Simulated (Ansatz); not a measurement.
# Hg: a listed cell, distorted in several ways

Aim: see how energy, forces, stress and gap of Hg answer to further strains and shifts, swapped elements, distortions that keep the symmetry. Nothing is relaxed unless a step says so.

Computed with Ansatz 0.2.0 (DFT PBE, scalar-relativistic, plane waves, PAW, unless a step's input says otherwise).

1 further run of the same task is left out (set aside as unsound or not needed).

## (1) The structure to begin with

Symmetry: P6/mmm, No. 191, hexagonal system. Conventional cell: a = 4.540 Å, b = 4.540 Å, c = 3.870 Å, α = 90.00°, β = 90.00°, γ = 120.00°. Hg (site symmetry -6m2) is surrounded by 3 Hg at 2.62 Å. Hg (site symmetry 6/mmm) has 12 Hg at 3.26 Å as nearest neighbours.

As a file:

```
Hg
1.0
     4.54000    0.00000    0.00000
    -2.27000    3.93176    0.00000
     0.00000    0.00000    3.87000
Hg
3
Cartesian
  0.0000 2.6212 1.9350
  0.0000 0.0000 3.8700
  2.2700 1.3106 1.9350
```

The structure comes from the Crystallography Open Database.

## (2) A change within a subgroup

Against the listed cell: strain xx, yy, zz, yz, xz, xy = +3.5, +2.6, +3.6, +0.0, +0.0, +1.0 %; atoms moved by 0.10 Å root mean square, at most 0.11 Å.

Contents of input.yaml:

```yaml
crystal:
  lattice:
    - [4.6991290916, 0.0454000202, 0.0]
    - [-2.310246975, 4.011951156, 0.0]
    - [0.0, 0.0, 4.0107519]
  atoms:
    - { symbol: Hg, position: [0.3148746886, 0.6537199683, 0.4854989458] }
    - { symbol: Hg, position: [0.0, 0.0, 0.0290021083] }
    - { symbol: Hg, position: [0.6851253114, 0.3462800317, 0.4854989458] }
basis:
  ecutwfc: 420
kpoints:
  mp_grid: { grid: [10, 10, 10] }
hamiltonian:
  xc: pbe
scf:
  occupations: { method: gaussian, width: 0.1 }
output:
  forces: true
  stress: true
  eigenvalues: true
```

Started as:

```console
> ansatz run input.yaml --threads 1 --pin off --max-ram 1331MiB --backend cpu --events-out ev --progress --plain --runs-dir out
```

Log (excerpt; [...] marks lines left out):

```text
Warning: RAYON_NUM_THREADS=1 ignored (pool sized by the plan → 1); use --threads N
[...]
Pseudopotentials: kind: paw
Pseudopotential: Hg, paw, valence charge 20, recommended cutoff 420 eV (normal), Hg.paw.azcp
Functional definition: PBE
[...]
Crystal: 3 atoms, lattice volume = 76.034 Å³
Basis set: ecut = 420 eV, 1491 PW (Γ), exchange–correlation on 64×64×54 points (8 copies of the dense FFT grid, shifted against one another)
Bands: 36, of which v1, the nominal top of the filled ones, is band 30 counted from 1 (29 counted from 0)
Symmetry: 2 space group operations
Space group: P2 (ITA 3), of the structure as read, at distance tolerance 4.2e-5 Å
k-points: 312 of 1000 (time reversal used)
[...]
SCF iter   1: F=—  HF=-41439.735936 eV  |F-HF|=—  |Δ(HF+E_count)|=         —  Δρ=1.51e-3  dr2=2.64e-3  ethr=1.77e-3  ⟨swp⟩=6.0  Hψ=41182  notcnv=0  defer=9
[...]
SCF iter   6: F=-41439.738055 eV  HF=-41439.738055 eV  |F-HF|=2.03e-8  |Δ(HF+E_count)|=   5.13e-7  Δρ=9.42e-6  dr2=6.27e-8  ethr=1.67e-10  ⟨swp⟩=6.7  Hψ=54502  notcnv=0
[...]
SCF converged after 6 iterations
Free energy (F): -41439.738055 eV
[...]
E sigma→0 (E₀):  -41439.735036 eV
Entropy (-TS):   -0.006039 eV (-2.013 meV/atom)
Fermi energy:    13.700482 eV
[...]
--- Forces (eV/Å), atoms counted from 1 ---
  atom   1  Hg     0.91832756     0.73863487     0.11539852
  atom   2  Hg     0.00000000     0.00000000    -0.23079693
  atom   3  Hg    -0.91832756    -0.73863487     0.11539852
[...]
--- Stress (GPa, compression-positive) ---
       12.942574       2.683911       0.000000
        2.683911       8.280269       0.000000
        0.000000       0.000000       1.639446
  P = ⅓ Tr σ = 7.6208 GPa (76.208 kbar)
--- Band table (eV; the first three rows and the last of 312) ---
[...]
```

Run time: 83 s. Hardware: 1 thread of an Arm CPU, shared host; peak memory 0.82 GiB.

Sizes of the forces (eV/Å): Hg1 1.18, Hg2 0.23, Hg3 1.18.

## (3) Substitution of an element, cell strained: Hg → Cd, first probe

Against the listed cell: Cd takes all sites of Hg, and lengths are scaled by 1.055 as a first guess of the size; strain xx, yy, zz, yz, xz, xy = +0.9, +0.9, +0.9, +0.0, +0.0, +0.0 %.

Contents of input.yaml:

```yaml
crystal:
  lattice:
    - [4.8287643093, 0.0, 0.0]
    - [-2.4143821547, 4.1818325607, 0.0]
    - [0.0, 0.0, 4.11614748]
  atoms:
    - { symbol: Cd, position: [0.3333333333, 0.6666666667, 0.5] }
    - { symbol: Cd, position: [0.0, 0.0, 0.0] }
    - { symbol: Cd, position: [0.6666666667, 0.3333333333, 0.5] }
basis:
  ecutwfc: 420
kpoints:
  mp_grid: { grid: [6, 6, 4] }
hamiltonian:
  xc: pbe
scf:
  occupations: { method: gaussian, width: 0.1 }
output:
  forces: true
  stress: true
  eigenvalues: true
```

Started as:

```console
> ansatz run input.yaml --threads 1 --pin off --max-ram 1331MiB --backend cpu --events-out ev --progress --plain --runs-dir out
```

Log (excerpt; [...] marks lines left out):

```text
Warning: RAYON_NUM_THREADS=1 ignored (pool sized by the plan → 1); use --threads N
[...]
[... 1 set-up line as earlier in the session ...]
Pseudopotential: Cd, paw, valence charge 20, recommended cutoff 420 eV (normal), Cd.paw.azcp
[... 1 set-up line as earlier in the session ...]
[...]
Crystal: 3 atoms, lattice volume = 83.118 Å³
Basis set: ecut = 420 eV, 1609 PW (Γ), exchange–correlation on 72×72×60 points (8 copies of the dense FFT grid, shifted against one another)
Bands: 36, of which v1, the nominal top of the filled ones, is band 30 counted from 1 (29 counted from 0)
Symmetry: 24 space group operations
Space group: P6/mmm (ITA 191), of the structure as read, at distance tolerance 4.4e-5 Å
k-points: 21 of 144
[...]
SCF iter   1: F=—  HF=-24762.855594 eV  |F-HF|=—  |Δ(HF+E_count)|=         —  Δρ=1.16e-3  dr2=1.33e-3  ethr=1.77e-3  ⟨swp⟩=6.1  Hψ=2768  notcnv=0  defer=1
[...]
SCF iter   6: F=-24762.856937 eV  HF=-24762.856937 eV  |F-HF|=6.57e-9  |Δ(HF+E_count)|=   2.24e-7  Δρ=4.94e-6  dr2=1.69e-8  ethr=1.67e-10  ⟨swp⟩=7.3  Hψ=2808  notcnv=0
[...]
SCF converged after 6 iterations
Free energy (F): -24762.856937 eV
[...]
E sigma→0 (E₀):  -24762.851807 eV
Entropy (-TS):   -0.010260 eV (-3.420 meV/atom)
Fermi energy:    10.417694 eV
[...]
--- Forces (eV/Å), atoms counted from 1 ---
  atom   1  Cd     0.00000000    -0.00000000     0.00000000
  atom   2  Cd    -0.00000000    -0.00000000     0.00000000
  atom   3  Cd    -0.00000000     0.00000000     0.00000000
[...]
--- Stress (GPa, compression-positive) ---
       -0.467958      -0.000000      -0.000000
       -0.000000      -0.467958       0.000000
       -0.000000       0.000000      -3.045662
  P = ⅓ Tr σ = -1.3272 GPa (-13.272 kbar)
--- Band table (eV; the first three rows and the last of 21) ---
[...]
```

It took 3.4 s on 1 thread of an Arm CPU, shared host; peak memory 0.33 GiB.

## (4) One element swapped, cell strained: Hg → Cd

input.yaml, as its differences from that of step 3:

```diff
@@ -12,3 +12,3 @@
 kpoints:
-  mp_grid: { grid: [6, 6, 4] }
+  mp_grid: { grid: [12, 12, 10] }
 hamiltonian:
```

Started as:

```console
> ansatz run input.yaml --threads 1 --pin off --max-ram 1331MiB --backend cpu --events-out ev --progress --plain --runs-dir out
```

Log (excerpt; [...] marks lines left out):

```text
Warning: RAYON_NUM_THREADS=1 ignored (pool sized by the plan → 1); use --threads N
[...]
[... 3 set-up lines as earlier in the session ...]
[...]
Crystal: 3 atoms, lattice volume = 83.118 Å³
Basis set: ecut = 420 eV, 1609 PW (Γ), exchange–correlation on 72×72×60 points (8 copies of the dense FFT grid, shifted against one another)
Bands: 36, of which v1, the nominal top of the filled ones, is band 30 counted from 1 (29 counted from 0)
[... 2 set-up lines as earlier in the session ...]
k-points: 114 of 1440
[...]
SCF iter   1: F=—  HF=-24762.896912 eV  |F-HF|=—  |Δ(HF+E_count)|=         —  Δρ=9.73e-4  dr2=9.28e-4  ethr=1.77e-3  ⟨swp⟩=5.9  Hψ=14994  notcnv=0  defer=2
[...]
SCF iter   7: F=-24762.898291 eV  HF=-24762.898291 eV  |F-HF|=8.75e-9  |Δ(HF+E_count)|=   3.89e-8  Δρ=6.32e-6  dr2=3.35e-8  ethr=1.67e-10  ⟨swp⟩=7.1  Hψ=14426  notcnv=0
[...]
SCF converged after 7 iterations
Free energy (F): -24762.898291 eV
[...]
E sigma→0 (E₀):  -24762.895873 eV
Entropy (-TS):   -0.004836 eV (-1.612 meV/atom)
Fermi energy:    10.463878 eV
[...]
--- Forces (eV/Å), atoms counted from 1 ---
  atom   1  Cd     0.00000000    -0.00000000     0.00000000
  atom   2  Cd    -0.00000000     0.00000000     0.00000000
  atom   3  Cd    -0.00000000     0.00000000     0.00000000
[...]
--- Stress (GPa, compression-positive) ---
        0.272657       0.000000       0.000000
       -0.000000       0.272657       0.000000
        0.000000       0.000000      -3.750891
  P = ⅓ Tr σ = -1.0685 GPa (-10.685 kbar)
--- Band table (eV; the first three rows and the last of 114) ---
[...]
```

It took 17 s on 1 thread of an Arm CPU, shared host; peak memory 0.48 GiB.

## (5) A distortion that keeps the symmetry

The change: strain xx, yy, zz, yz, xz, xy = +3.7, +3.7, +6.7, +0.0, +0.0, +0.0 %.

Contents of input.yaml:

```yaml
crystal:
  lattice:
    - [4.7068924951, 0.0, 0.0]
    - [-2.3534462475, 4.0762884736, 0.0]
    - [0.0, 0.0, 4.1283612]
  atoms:
    - { symbol: Hg, position: [0.3333333333, 0.6666666667, 0.5] }
    - { symbol: Hg, position: [0.0, 0.0, 0.0] }
    - { symbol: Hg, position: [0.6666666667, 0.3333333333, 0.5] }
basis:
  ecutwfc: 420
kpoints:
  mp_grid: { grid: [12, 12, 12] }
hamiltonian:
  xc: pbe
scf:
  occupations: { method: gaussian, width: 0.1 }
output:
  forces: true
  stress: true
  eigenvalues: true
  populations: true
```

Started as:

```console
> ansatz run input.yaml --threads 1 --pin off --max-ram 1331MiB --backend cpu --events-out ev --progress --plain --runs-dir out
```

Log (excerpt; [...] marks lines left out):

```text
Warning: RAYON_NUM_THREADS=1 ignored (pool sized by the plan → 1); use --threads N
[...]
[... 3 set-up lines as earlier in the session ...]
[...]
Crystal: 3 atoms, lattice volume = 79.209 Å³
Basis set: ecut = 420 eV, 1531 PW (Γ), exchange–correlation on 64×64×60 points (8 copies of the dense FFT grid, shifted against one another)
Bands: 36, of which v1, the nominal top of the filled ones, is band 30 counted from 1 (29 counted from 0)
[... 1 set-up line as earlier in the session ...]
Space group: P6/mmm (ITA 191), of the structure as read, at distance tolerance 4.3e-5 Å
k-points: 133 of 1728
[...]
SCF iter   1: F=—  HF=-41439.896047 eV  |F-HF|=—  |Δ(HF+E_count)|=         —  Δρ=1.39e-3  dr2=2.09e-3  ethr=1.77e-3  ⟨swp⟩=6.0  Hψ=17570  notcnv=0
[...]
SCF iter   7: F=-41439.898207 eV  HF=-41439.898207 eV  |F-HF|=1.41e-8  |Δ(HF+E_count)|=   3.39e-8  Δρ=5.11e-6  dr2=4.40e-8  ethr=1.67e-10  ⟨swp⟩=6.5  Hψ=20274  notcnv=0
[...]
SCF converged after 7 iterations
Free energy (F): -41439.898207 eV
[...]
E sigma→0 (E₀):  -41439.895676 eV
Entropy (-TS):   -0.005061 eV (-1.687 meV/atom)
Fermi energy:    12.954201 eV
[...]
--- Forces (eV/Å), atoms counted from 1 ---
  atom   1  Hg     0.00000000    -0.00000000     0.00000000
  atom   2  Hg     0.00000000     0.00000000     0.00000000
  atom   3  Hg    -0.00000000     0.00000000     0.00000000
[...]
--- Stress (GPa, compression-positive) ---
        8.137622      -0.000000       0.000000
        0.000000       8.137622       0.000000
        0.000000       0.000000       0.769723
  P = ⅓ Tr σ = 5.6817 GPa (56.817 kbar)
--- Band table (eV; the first three rows and the last of 133) ---
[...]
--- Löwdin populations: 3 sites ---
  site symbol       q [e]
     0     Hg     19.6671
     1     Hg     19.8382
     2     Hg     19.6671
  spilling = 0.013793 (of n_electrons = 60.000000)
```

Run time: 23 s. Hardware: 1 thread of an Arm CPU, shared host; peak memory 0.48 GiB.

By site:

```csv
atom,Löwdin electrons
Hg1,19.67
Hg2,19.84
Hg3,19.67
```

The Löwdin counts miss 0.83 of the 60 electrons, which the atomic orbitals do not span, so they are no charges.

## (6) A change within the space group

Against the listed cell: strain xx, yy, zz, yz, xz, xy = +3.2, +3.2, +6.2, +0.0, +0.0, +0.0 %.

input.yaml, as its differences from that of step 5:

```diff
@@ -2,5 +2,5 @@
   lattice:
-    - [4.7068924951, 0.0, 0.0]
-    - [-2.3534462475, 4.0762884736, 0.0]
-    - [0.0, 0.0, 4.1283612]
+    - [4.6851912854, 0.0, 0.0]
+    - [-2.3425956427, 4.0574946747, 0.0]
+    - [0.0, 0.0, 4.1098626]
   atoms:
@@ -21,2 +21 @@
   eigenvalues: true
-  populations: true
```

Started as:

```console
> ansatz run input.yaml --threads 1 --pin off --max-ram 1331MiB --backend cpu --events-out ev --progress --plain --runs-dir out
```

Log (excerpt; [...] marks lines left out):

```text
Warning: RAYON_NUM_THREADS=1 ignored (pool sized by the plan → 1); use --threads N
[...]
[... 3 set-up lines as earlier in the session ...]
[...]
Crystal: 3 atoms, lattice volume = 78.129 Å³
Basis set: ecut = 420 eV, 1531 PW (Γ), exchange–correlation on 64×64×60 points (8 copies of the dense FFT grid, shifted against one another)
Bands: 36, of which v1, the nominal top of the filled ones, is band 30 counted from 1 (29 counted from 0)
[... 2 set-up lines as earlier in the session ...]
k-points: 133 of 1728
[...]
SCF iter   1: F=—  HF=-41439.855337 eV  |F-HF|=—  |Δ(HF+E_count)|=         —  Δρ=1.40e-3  dr2=2.15e-3  ethr=1.77e-3  ⟨swp⟩=6.1  Hψ=17540  notcnv=0  defer=1
[...]
SCF iter   6: F=-41439.857524 eV  HF=-41439.857524 eV  |F-HF|=1.90e-8  |Δ(HF+E_count)|=   2.87e-7  Δρ=7.33e-6  dr2=3.60e-8  ethr=1.67e-10  ⟨swp⟩=6.6  Hψ=21839  notcnv=0
[...]
SCF converged after 6 iterations
Free energy (F): -41439.857524 eV
[...]
E sigma→0 (E₀):  -41439.854823 eV
Entropy (-TS):   -0.005403 eV (-1.801 meV/atom)
Fermi energy:    13.196878 eV
[...]
--- Forces (eV/Å), atoms counted from 1 ---
  atom   1  Hg     0.00000000    -0.00000000     0.00000000
  atom   2  Hg     0.00000000     0.00000000     0.00000000
  atom   3  Hg     0.00000000     0.00000000     0.00000000
[...]
--- Stress (GPa, compression-positive) ---
        8.963276       0.000000       0.000000
        0.000000       8.963276       0.000000
        0.000000       0.000000       0.945910
  P = ⅓ Tr σ = 6.2908 GPa (62.908 kbar)
--- Band table (eV; the first three rows and the last of 133) ---
[...]
```

Wall time 17 s (1 thread of an Arm CPU, shared host); peak memory 0.49 GiB.

## (7) A change within a subgroup

The change: strain xx, yy, zz, yz, xz, xy = +2.7, +2.7, +8.7, +0.0, +0.0, +0.0 %; atoms moved by 0.15 Å root mean square, at most 0.21 Å.

Contents of input.yaml:

```yaml
crystal:
  lattice:
    - [4.661674075, 0.0, 0.0]
    - [-2.3308370375, 4.037128173, 0.0]
    - [0.0, 0.0, 4.205916]
  atoms:
    - { symbol: Hg, position: [0.3333333333, 0.6666666667, 0.5274072396] }
    - { symbol: Hg, position: [0.0, 0.0, -0.0548144792] }
    - { symbol: Hg, position: [0.6666666667, 0.3333333333, 0.5274072396] }
basis:
  ecutwfc: 420
kpoints:
  mp_grid: { grid: [9, 9, 10] }
hamiltonian:
  xc: pbe
scf:
  occupations: { method: gaussian, width: 0.1 }
output:
  forces: true
  stress: true
  eigenvalues: true
```

Started as:

```console
> ansatz run input.yaml --threads 1 --pin off --max-ram 1331MiB --backend cpu --events-out ev --progress --plain --runs-dir out
```

Log (excerpt; [...] marks lines left out):

```text
Warning: RAYON_NUM_THREADS=1 ignored (pool sized by the plan → 1); use --threads N
[...]
[... 3 set-up lines as earlier in the session ...]
[...]
Crystal: 3 atoms, lattice volume = 79.154 Å³
Basis set: ecut = 420 eV, 1545 PW (Γ), exchange–correlation on 64×64×60 points (8 copies of the dense FFT grid, shifted against one another)
Bands: 36, of which v1, the nominal top of the filled ones, is band 30 counted from 1 (29 counted from 0)
Symmetry: 12 space group operations
Space group: P6mm (ITA 183), of the structure as read, at distance tolerance 4.3e-5 Å
k-points: 72 of 810 (time reversal used)
[...]
SCF iter   1: F=—  HF=-41439.738183 eV  |F-HF|=—  |Δ(HF+E_count)|=         —  Δρ=1.37e-3  dr2=1.57e-3  ethr=1.77e-3  ⟨swp⟩=6.1  Hψ=9522  notcnv=0
[...]
SCF iter   6: F=-41439.740966 eV  HF=-41439.740966 eV  |F-HF|=2.19e-8  |Δ(HF+E_count)|=   2.36e-7  Δρ=9.23e-6  dr2=6.74e-8  ethr=1.67e-10  ⟨swp⟩=6.5  Hψ=11432  notcnv=0
[...]
SCF converged after 6 iterations
Free energy (F): -41439.740966 eV
[...]
E sigma→0 (E₀):  -41439.737386 eV
Entropy (-TS):   -0.007160 eV (-2.387 meV/atom)
Fermi energy:    13.030062 eV
[...]
--- Forces (eV/Å), atoms counted from 1 ---
  atom   1  Hg     0.00000000    -0.00000000    -0.21644785
  atom   2  Hg     0.00000000     0.00000000     0.43293594
  atom   3  Hg    -0.00000000     0.00000000    -0.21644785
[...]
--- Stress (GPa, compression-positive) ---
       10.250502       0.000000       0.000000
        0.000000      10.250502       0.000000
        0.000000      -0.000000       1.007891
  P = ⅓ Tr σ = 7.1696 GPa (71.696 kbar)
--- Band table (eV; the first three rows and the last of 72) ---
[...]
```

Run time: 21 s. Hardware: 1 thread of an Arm CPU, shared host; peak memory 0.43 GiB.

Sizes of the forces (eV/Å): Hg1 0.22, Hg2 0.43, Hg3 0.22.

## (8) A distortion of lower symmetry

The change: strain xx, yy, zz, yz, xz, xy = +4.1, +4.1, +1.1, +0.0, +0.0, +0.0 %; atoms moved by 0.25 Å root mean square, at most 0.31 Å.

Contents of input.yaml:

```yaml
crystal:
  lattice:
    - [4.7272317041, 0.0, 0.0]
    - [-2.3636158521, 4.0939027453, 0.0]
    - [0.0, 0.0, 3.9134988]
  atoms:
    - { symbol: Hg, position: [0.3333333333, 0.6666666667, 0.5791178857] }
    - { symbol: Hg, position: [0.0, 0.0, 0.0] }
    - { symbol: Hg, position: [0.6666666667, 0.3333333333, 0.4208821143] }
basis:
  ecutwfc: 420
kpoints:
  mp_grid: { grid: [9, 9, 10] }
hamiltonian:
  xc: pbe
scf:
  occupations: { method: gaussian, width: 0.1 }
output:
  forces: true
  stress: true
  eigenvalues: true
```

Started as:

```console
> ansatz run input.yaml --threads 1 --pin off --max-ram 1331MiB --backend cpu --events-out ev --progress --plain --runs-dir out
```

Log (excerpt; [...] marks lines left out):

```text
Warning: RAYON_NUM_THREADS=1 ignored (pool sized by the plan → 1); use --threads N
[...]
[... 3 set-up lines as earlier in the session ...]
[...]
Crystal: 3 atoms, lattice volume = 75.737 Å³
Basis set: ecut = 420 eV, 1471 PW (Γ), exchange–correlation on 64×64×54 points (8 copies of the dense FFT grid, shifted against one another)
Bands: 36, of which v1, the nominal top of the filled ones, is band 30 counted from 1 (29 counted from 0)
[... 1 set-up line as earlier in the session ...]
Space group: P-3m1 (ITA 164), of the structure as read, at distance tolerance 4.2e-5 Å
k-points: 100 of 810
[...]
SCF iter   1: F=—  HF=-41440.050950 eV  |F-HF|=—  |Δ(HF+E_count)|=         —  Δρ=8.99e-4  dr2=5.99e-4  ethr=1.77e-3  ⟨swp⟩=6.0  Hψ=13112  notcnv=0  defer=4
[...]
SCF iter   7: F=-41440.053107 eV  HF=-41440.053107 eV  |F-HF|=4.45e-9  |Δ(HF+E_count)|=   1.57e-8  Δρ=2.55e-6  dr2=1.13e-8  ethr=1.67e-10  ⟨swp⟩=4.4  Hψ=11209  notcnv=0
[...]
SCF converged after 7 iterations
Free energy (F): -41440.053107 eV
[...]
E sigma→0 (E₀):  -41440.050614 eV
Entropy (-TS):   -0.004987 eV (-1.662 meV/atom)
Fermi energy:    13.674871 eV
[...]
--- Forces (eV/Å), atoms counted from 1 ---
  atom   1  Hg    -0.00000000    -0.00000000     0.39692629
  atom   2  Hg    -0.00000000    -0.00000000     0.00000000
  atom   3  Hg     0.00000000     0.00000000    -0.39692629
[...]
--- Stress (GPa, compression-positive) ---
        5.762069      -0.000000       0.000000
       -0.000000       5.762069       0.000000
        0.000000       0.000000       2.335198
  P = ⅓ Tr σ = 4.6198 GPa (46.198 kbar)
--- Band table (eV; the first three rows and the last of 100) ---
[...]
```

Wall time 14 s (1 thread of an Arm CPU, shared host); peak memory 0.44 GiB.

## (9) All points side by side

```
step                                         case  energy (meV/atom)  pressure (GPa)  largest force (eV/Å)  gap on the mesh (eV)
   2                   a change within a subgroup               +0.0             7.6                  1.18                  0.00
   4  one element swapped, cell strained: Hg → Cd                n/a            -1.1                  0.00                  0.00
   5         a distortion that keeps the symmetry             -53.5*             5.7                  0.00                  0.00
   6              a change within the space group             -39.9*             6.3                  0.00                  0.00
   7                   a change within a subgroup              -0.8*             7.2                  0.43                  0.00
   8               a distortion of lower symmetry            -105.2*             4.6                  0.40                  0.00
```

Energies are counted from step 2, with the smearing taken to zero; a star marks another k mesh, which can shift energies by itself, so starred rows don't rank against the others. Other atoms or functionals have another zero of energy (n/a). A gap of 0.00 means none on the mesh at this level.

Among the distorted cells of the listed formula and level the largest force, 1.18 eV/Å, comes in step 2, shared by 2 atoms. The distorted cells of the listed formula and level show no gap on the mesh. Spin-orbit coupling is left out for Hg.
